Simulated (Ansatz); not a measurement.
**Sn: pressure against volume**

How stiff is Sn, and at what volume does the pressure vanish? The cell is scaled evenly, atoms carried along, and solved with LAPW, PAW and all-electron datasets made for the crystal.

Method: DFT PBE, scalar-relativistic, in Ansatz 0.2.0.

## (1) Starting point

The structure is tetragonal, space group I4/mmm (No. 139). Conventional cell: a = 3.182 Å, b = 3.182 Å, c = 5.831 Å, α = 90.00°, β = 90.00°, γ = 90.00°. Around Sn (site symmetry 4/mmm) lie 4 Sn at 3.18 Å.

Coordinates:

```cif
data_structure
_symmetry_space_group_name_H-M 'P 1'
_symmetry_Int_Tables_number 1
_cell_length_a 3.6827
_cell_length_b 3.6827
_cell_length_c 3.6827
_cell_angle_alpha 128.816
_cell_angle_beta 128.816
_cell_angle_gamma 75.306
_cell_volume 29.51
loop_
_atom_site_label
_atom_site_type_symbol
_atom_site_fract_x
_atom_site_fract_y
_atom_site_fract_z
_atom_site_occupancy
Sn1 Sn 0.00000 0.00000 0.00000 1
```

The structure is an experimental refinement, used without relaxation.

## (2) Volume × 0.96, LAPW

input.yaml

```yaml
crystal:
  lattice:
    - [-1.5692507429, 1.5692507429, 2.8762444938]
    - [1.5692507429, -1.5692507429, 2.8762444938]
    - [1.5692507429, 1.5692507429, -2.8762444938]
  atoms:
    - { symbol: Sn, position: [0.0, 0.0, 0.0] }
kpoints:
  mp_grid: { grid: [15, 15, 18] }
scf:
  occupations: { method: fermi_dirac, width: 0.08 }
hamiltonian:
  xc: pbe
  pseudopotentials: { kind: all_electron, lapw: { basis_error: 0.00025 } }
output:
  forces: true
  stress: true
  eigenvalues: true
```

## (3) Volume × 0.96, PAW

input.yaml: that of step 2 with these lines changed.

```diff
@@ -13,3 +13,3 @@
   xc: pbe
-  pseudopotentials: { kind: all_electron, lapw: { basis_error: 0.00025 } }
+  pseudopotentials: { kind: paw }
 output:
@@ -18 +18,2 @@
   eigenvalues: true
+  efg: { contact_densities: true }
```

## (4) Volume × 0.96, crystal datasets

input.yaml: that of step 3 with these lines changed.

```diff
@@ -13,3 +13,3 @@
   xc: pbe
-  pseudopotentials: { kind: paw }
+  pseudopotentials: { kind: all_electron, datasets: crystal }
 output:
```

## (5) Volume × 0.98, LAPW

input.yaml

```yaml
crystal:
  lattice:
    - [-1.5800735038, 1.5800735038, 2.8960812896]
    - [1.5800735038, -1.5800735038, 2.8960812896]
    - [1.5800735038, 1.5800735038, -2.8960812896]
  atoms:
    - { symbol: Sn, position: [0.0, 0.0, 0.0] }
kpoints:
  mp_grid: { grid: [15, 15, 18] }
scf:
  occupations: { method: fermi_dirac, width: 0.08 }
hamiltonian:
  xc: pbe
  pseudopotentials: { kind: all_electron, lapw: { basis_error: 0.00025 } }
output:
  forces: true
  stress: true
  eigenvalues: true
```

## (6) Volume × 0.98, PAW

input.yaml: that of step 5 with these lines changed.

```diff
@@ -13,3 +13,3 @@
   xc: pbe
-  pseudopotentials: { kind: all_electron, lapw: { basis_error: 0.00025 } }
+  pseudopotentials: { kind: paw }
 output:
@@ -18 +18,2 @@
   eigenvalues: true
+  efg: { contact_densities: true }
```

## (7) Volume × 1.02, LAPW

input.yaml

```yaml
crystal:
  lattice:
    - [-1.6012850752, 1.6012850752, 2.9349595031]
    - [1.6012850752, -1.6012850752, 2.9349595031]
    - [1.6012850752, 1.6012850752, -2.9349595031]
  atoms:
    - { symbol: Sn, position: [0.0, 0.0, 0.0] }
kpoints:
  mp_grid: { grid: [15, 15, 18] }
scf:
  occupations: { method: fermi_dirac, width: 0.08 }
hamiltonian:
  xc: pbe
  pseudopotentials: { kind: all_electron, lapw: { basis_error: 0.00025 } }
output:
  forces: true
  stress: true
  eigenvalues: true
```

## (8) Volume × 1.02, PAW

input.yaml: that of step 7 with these lines changed.

```diff
@@ -13,3 +13,3 @@
   xc: pbe
-  pseudopotentials: { kind: all_electron, lapw: { basis_error: 0.00025 } }
+  pseudopotentials: { kind: paw }
 output:
@@ -18 +18,2 @@
   eigenvalues: true
+  efg: { contact_densities: true }
```

## (9) Volume × 1.04, LAPW

input.yaml

```yaml
crystal:
  lattice:
    - [-1.6116833216, 1.6116833216, 2.9540182158]
    - [1.6116833216, -1.6116833216, 2.9540182158]
    - [1.6116833216, 1.6116833216, -2.9540182158]
  atoms:
    - { symbol: Sn, position: [0.0, 0.0, 0.0] }
kpoints:
  mp_grid: { grid: [15, 15, 18] }
scf:
  occupations: { method: fermi_dirac, width: 0.08 }
hamiltonian:
  xc: pbe
  pseudopotentials: { kind: all_electron, lapw: { basis_error: 0.00025 } }
output:
  forces: true
  stress: true
  eigenvalues: true
```

## (10) Volume × 1.04, PAW

input.yaml: that of step 9 with these lines changed.

```diff
@@ -13,3 +13,3 @@
   xc: pbe
-  pseudopotentials: { kind: all_electron, lapw: { basis_error: 0.00025 } }
+  pseudopotentials: { kind: paw }
 output:
@@ -18 +18,2 @@
   eigenvalues: true
+  efg: { contact_densities: true }
```

## (11) Volume × 1.04, crystal datasets

input.yaml: that of step 10 with these lines changed.

```diff
@@ -13,3 +13,3 @@
   xc: pbe
-  pseudopotentials: { kind: paw }
+  pseudopotentials: { kind: all_electron, datasets: crystal }
 output:
```

(Steps that only read results are left out.)

Before running it: what results should come out? Wanted: equilibrium volume; bulk modulus (for each run or level that gives them).

**Answer**, as computed:

| quantity | value |
| --- | --- |
| equilibrium volume (LAPW) | 28.372 Å³/atom |
| bulk modulus (LAPW) | 46 GPa |
| its pressure derivative (LAPW) | 4.8 |
| equilibrium volume (PAW) | 28.371 Å³/atom |
| bulk modulus (PAW) | 46 GPa |
| its pressure derivative (PAW) | 4.8 |

**Reading.** By LAPW, the pressure vanishes at 28.37 Å³/atom (-3.9 % from the starting cell) and the bulk modulus there is 46 GPa (Birch-Murnaghan, third order). Shape and positions are held, so a fully relaxed modulus can be lower. PAW's volume lies less than 0.01 % and its modulus -0.1 % from LAPW's. No thermal or zero-point expansion is included. The k mesh doesn't keep the crystal's whole symmetry, which leaves small spurious terms.
